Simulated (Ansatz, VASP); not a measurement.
**One calculation of BN, two programs**

```
B N
1.0
     2.22357    0.00000    0.00000
     0.00000    2.22357    0.00000
     0.00000    0.00000    2.22357
B N
1 1
Direct
  0.00000 0.00000 0.00000
  0.50000 0.50000 0.50000
```

Change from the starting cell: volume scaled by 0.88, LAPW.

Alike in both runs: task single point; functional PBE; k mesh 14 × 14 × 14; occupations fermi-dirac, width 0.05 eV; no spin polarisation.

|  | VASP | Ansatz |
| --- | --- | --- |
| version | VASP 6.6.1 | Ansatz 0.2.0 |
| potentials or method | VASP PAW PBE potentials, release 64 (B, N), cutoff 520 eV | all-electron LAPW, scalar-relativistic |

```tsv
	VASP	Ansatz	Ansatz less VASP
pressure (GPa)	40.3	40.3	+0.04
```

Ansatz ran all-electron here, so the differences hold the error of VASP's frozen core and of both bases.

Caveats: so large a pressure means that the cell lies far from this level's equilibrium, or that cutoff or potentials fall short (VASP).
